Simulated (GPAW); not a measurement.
The system is AlPt.

```
CELL_PARAMETERS angstrom
4.87893 0.00000 0.00000
0.00000 4.87893 0.00000
0.00000 0.00000 4.87893
ATOMIC_POSITIONS crystal
Pt 0.84494 0.65506 0.34494
Pt 0.65506 0.34494 0.84494
Pt 0.34494 0.84494 0.65506
Pt 0.15506 0.15506 0.15506
Al 0.15597 0.34403 0.65597
Al 0.34403 0.65597 0.15597
Al 0.65597 0.15597 0.34403
Al 0.84403 0.84403 0.84403
```

The cell is a database's computed one.

Base run:

| Item | Value |
| --- | --- |
| Program | GPAW 26.7.0 |
| Functional | PBEsol |
| Potentials or basis | PAW data sets generated in the run's folder for this functional |
| Cutoff | 600 eV |
| Basis | pw |
| k mesh | 5 × 5 × 5 |
| Occupations | fermi-dirac, width 0.05 eV |
| Spin | no spin polarisation |
| Hubbard terms | Pt d U = 5 eV |

Its results: band gap on the k mesh none (metal or under the smearing width); pressure -4.8 GPa; largest force 0.068 eV/Å.

**Question.** After a change of settings the same cell gave: band gap on the k mesh none (metal or under the smearing width); pressure -5.6 GPa; largest force 0.082 eV/Å. Which change was it?
A. hubbard terms from Pt d U = 5 eV to Pt d U = 6 eV
B. hubbard terms from Pt d U = 5 eV to Pt d U = 2 eV
C. k mesh from 5 × 5 × 5 to 6 × 6 × 6; hubbard terms from Pt d U = 5 eV to none

**Answer.** A.

Caveats: U without spin polarisation on a metal has little footing; the U is typed as a test and isn't derived for this compound.

Not every run made on this cell is shown here.
